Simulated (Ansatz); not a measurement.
Y: strain energy, fitted

Y, Fm-3m, a = 5.063 Å. This isn't the element's structure at ambient conditions. Ansatz: PBE, PAW, 420 eV, Γ-centred 14×14×10 mesh on 2 atoms, Gaussian smearing 0.10 eV; no spin polarisation. Series: biaxial strain in the a-b plane, c and atoms relaxed; x is the strain in per cent. The axes a, b, c are those of the computed cell (3.580, 3.580, 5.063 Å), along [1 1 0], [-1 1 0], [0 0 1] of the cell named above. y is the free energy over the unstrained cell, V0 = 32.449 Å³/atom.

| x (%) | y (meV/atom) |
| --- | --- |
| -3.0 | 11.02 |
| -2.0 | ? |
| -1.0 | 1.10 |
| 0.0 | 0.00 |
| 1.0 | 1.19 |
| 2.0 | 4.50 |
| 3.0 | 9.71 |

Task: Fit y = c2 x² + c3 x³ to the other rows, turn c2 into a modulus, and predict the missing energy.

Result: Least squares on the rows shown. y = 1.153 x² − 0.02375 x³. In eV per unit strain² c2 is 11.53; M is the biaxial modulus (E = M V0 ε²): 11.53 × 160.2 / (32.449) = 57 GPa. The unstrained cell keeps some stress along the strain, worth a slope of 0.12 meV/atom per %, which the form leaves out. At x = -2.0 the fit asked for gives 4.80 meV/atom. The run gave 4.71 meV/atom, so the fit is 0.09 meV/atom too high, within twice the rms miss on the fitted rows (0.06 meV/atom).